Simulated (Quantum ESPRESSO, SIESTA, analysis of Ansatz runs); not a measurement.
# KI (Fm-3m):V_I, a ladder of methods on one cell (SIESTA)

Question: at which Fermi levels does V_I in KI (Fm-3m) change its charge, and how much of the answer depends on the basis and the mesh? The model is a cell of 54 host atoms with 1 I taken out.

Method: SIESTA numerical-orbital DFT, PBEsol, DZP basis, PseudoDojo 0.4.1 potentials converted to PSML; charged supercells in a uniform background, point-charge correction with alignment at far sites, in SIESTA 5.4.2.

## Step 1: Set-up

The cell holds 53 atoms: 27 K and 26 I. Its edges and angles: a = 15.029 Å, b = 15.029 Å, c = 15.029 Å, α = 60.0°, β = 60.0°, γ = 60.0°. It derives from KI (space group Fm-3m). Nearest the centre at fractional (0.500, 0.499, 0.499): K44 at 3.54 Å, K28 at 3.54 Å, K50 at 3.55 Å, K32 at 3.55 Å, K34 at 3.55 Å, K46 at 3.55 Å, I10 at 5.00 Å, I26 at 5.00 Å.

Structure file:

```xyz
53
Lattice="0.0000 10.6273 10.6273 10.6273 0.0000 10.6273 10.6273 10.6273 0.0000" Properties=species:S:1:pos:R:3 pbc="T T T"
K     0.0135   -0.0017    0.0120
I     3.5508    3.5451    3.5518
K     3.5554    3.5572    0.0158
I     7.0755    7.0757    3.5326
K     7.0962    7.0971   -0.0088
I    10.6282   10.6302    3.5510
K     3.5397   -0.0011    3.5397
I     7.1145    3.5415    7.0820
K     7.0915    3.5358    3.5418
I    10.6228    7.0857    7.0865
K    10.6142    7.0795    3.5526
I    14.1744   10.6332    7.0852
K     7.0910    0.0051    7.0866
I    10.6448    3.5347   10.6383
K    10.6502    3.5343    7.1061
I    14.1728    7.1011   10.6261
K    14.1619    7.0935    7.0823
I    17.7173   10.6309   10.6261
K     0.0016    3.5503    3.5533
I     3.5373    7.0823    7.0750
K     3.5333    7.0912    3.5385
I     7.0741   10.6178    7.0722
K     7.0839   10.6205    3.5324
I    10.6361   14.1756    7.1005
K     3.5625    3.5422    7.0892
I     7.0802    7.0766   10.6240
K     7.0827    7.0763    7.0813
K    10.6250   10.6338    7.0859
I    14.1639   14.1725   10.6241
K     7.0901    3.5400   10.6218
I    10.6153    7.0833   14.1696
K    10.6219    7.0726   10.6245
I    14.1649   10.6330   14.1533
K    14.1609   10.6382   10.6201
I    17.7074   14.1683   14.1598
K    -0.0051    7.0782    7.0944
I     3.5473   10.6357   10.6165
K     3.5307   10.6270    7.0662
I     7.0911   14.1765   10.6244
K     7.0894   14.1685    7.0763
I    10.6350   17.7142   10.6412
K     3.5457    7.0884   10.6164
I     7.0777   10.6261   14.1659
K     7.0768   10.6234   10.6176
I    10.6271   14.1564   14.1937
K    10.6216   14.1688   10.6488
I    14.1527   17.7119   14.1607
K     7.0708    7.0849   14.1635
I    10.6260   10.6162   17.7214
K    10.6191   10.6161   14.1690
I    14.1805   14.1761   17.7205
K    14.1676   14.1727   14.1699
I    17.7071   17.7159   17.7055
```

Known beforehand: the electronic dielectric constant, 2.96, and the static one, 5.51, from a response run on this crystal (DFPT, PBEsol, Quantum ESPRESSO) at that run's own cell.

The cell's shortest repeat is 15.0 Å.

The primitive cell was relaxed at this level beforehand, to 88.91 Å³.

The defect-free supercell was relaxed beforehand, from displaced atoms: they ended at most 0.03 Å from the sites they started about, and the defects are built on those positions.

## Step 2: Band edges

Levels are counted from the valence top, which comes from the defect-free supercell, 2×2×2 Γ-centred mesh; the energy of the host comes from the defect-free supercell at the defects' own k-points, so that the host's part of the sampling error cancels.

File host.fdf:

```
SystemName                      KI
SystemLabel                     host
NumberOfSpecies                 2
NumberOfAtoms                   54
%block ChemicalSpeciesLabel
  1   19 K
  2   53 I
%endblock ChemicalSpeciesLabel
LatticeConstant                 1.0 Ang
%block LatticeVectors
     0.000000000    10.627308000    10.627308000
    10.627308000     0.000000000    10.627308000
    10.627308000    10.627308000     0.000000000
%endblock LatticeVectors
AtomicCoordinatesFormat         Fractional
%block AtomicCoordinatesAndAtomicSpecies
    -0.000150123     0.001283358    -0.000011350  1
     0.166841321     0.167377020     0.166742874  2
     0.000828724     0.000654930     0.333894988  1
     0.166213504     0.166197982     0.499591325  2
[... 44 atom lines left out ...]
     0.667035584     0.665714087    -0.000369578  1
     0.833306808     0.834230846     0.165643631  2
     0.666492785     0.666774515     0.332455960  1
     0.833519185     0.833927758     0.500415804  2
     0.666916363     0.666434871     0.666699542  1
     0.833435768     0.832604705     0.833584703  2
%endblock AtomicCoordinatesAndAtomicSpecies
%block kgrid.MonkhorstPack
    2   0   0  0.00
    0   2   0  0.00
    0   0   2  0.00
%endblock kgrid.MonkhorstPack
XC.Functional                   GGA
XC.Authors                      PBEsol
PAO.BasisSize                   DZP
PAO.EnergyShift                 0.005 Ry
Mesh.Cutoff                     300 Ry
OccupationFunction              FD
ElectronicTemperature           0.01 eV
MaxSCFIterations                150
SCF.MustConverge                true
SCF.Mixer.Method                Pulay
SCF.Mixer.Weight                0.2
SCF.Mixer.History               10
SCF.DM.Tolerance                1.0e-4
SCF.H.Tolerance                 1.0e-3 eV
WriteForces                     true
Charge.Mulliken                 end
```

Command:

```console
OMP_NUM_THREADS=1 siesta host.fdf > host.out
```

The program printed:

```text
Version         : 5.4.2

                           ***********************
                           *  WELCOME TO SIESTA  *
                           ***********************

[...]
reinit: Reading from file host.fdf

reinit: -----------------------------------------------------------------------
reinit: System Name: KI
reinit: -----------------------------------------------------------------------
reinit: System Label: host
reinit: -----------------------------------------------------------------------

initatom: Reading input for the pseudopotentials and atomic orbitals ----------
Species number:   1 Atomic number:   19 Label: K
Species number:   2 Atomic number:   53 Label: I

[... pseudopotential checks and orbital generation ...]

prinput: Basis input

PAO.BasisType split

%block ChemicalSpeciesLabel
    1   19 K                       # Species index, atomic number, species label
    2   53 I                       # Species index, atomic number, species label
%endblock ChemicalSpeciesLabel

%block PAO.Basis                 # Define Basis set
# WARNING: This information might be incomplete!
[...]
siesta:         Exch. =   -6898.704850
siesta:         Corr. =    -665.012907
siesta:   Exch.-corr. =   -7563.717757
siesta:  Ion-electron =  -24180.316055
siesta:       Ion-ion =  -16692.963695
siesta:         Total =  -31615.455848
siesta:         Fermi =      -4.484387
[...]
siesta: Stress tensor (static) (eV/Ang**3):
siesta:    -0.000566   -0.000002   -0.000003
siesta:    -0.000002   -0.000565   -0.000003
siesta:    -0.000003   -0.000003   -0.000563
[...]
siesta: Cell volume =       2400.489430 Ang**3
[...]
siesta: Pressure (static):
siesta:                Solid            Molecule  Units
siesta:           0.00000615          0.00000538  Ry/Bohr**3
siesta:           0.00056455          0.00049408  eV/Ang**3
siesta:           0.90451333          0.79160191  kBar
[...]
mulliken: Qtot =      432.000

Mulliken Atomic Populations:
Atom #   charge [q] valence [e]  Species
     1     0.161495    8.838505  K
     2    -0.161845    7.161845  I
     3     0.161758    8.838242  K
     4    -0.161655    7.161655  I
     5     0.162069    8.837931  K
     6    -0.162001    7.162001  I
[...]
51     0.162277    8.837723  K
    52    -0.161496    7.161496  I
    53     0.161854    8.838146  K
    54    -0.161440    7.161440  I
 Total     0.000000

Job completed
```

The job ended after 2.7 min (1 MPI rank of Arm Neoverse V2, shared host; peak memory 1.1 GiB).

The gap at this level is 3.78 eV.

Test of the sampling: at one point at (¼, ¼, ¼) the host's energy lies 2 meV an atom above its value on the Γ-centred 2×2×2 mesh of the supercell, close enough for the relaxations.

[end of part 1 of 5]

[Logs are printed without paths, hosts, clocks, repeated set-up lines and the standing remarks that a program may print on its own settings, such as how far it seeks lower states.]

[Hosts, paths, dates, database ids (printed as entryN), source tags and the programs' standing remarks are cut or masked in the printed files.]

[For some hosts the program warned that the k-mesh of the response run may be too coarse for force constants and the static dielectric constant; such warnings are not shown here.]

[Charge tables in the logs are Mulliken or Hirshfeld populations, whose sizes and signs can differ; where basis functions stand at a vacancy, SIESTA counts their charge against the missing atom's valence.]

[In relaxation paths of CP2K, step 0 can be the structure after the first move, since the trajectory file begins there, and the last row can be the final structure solved once more.]
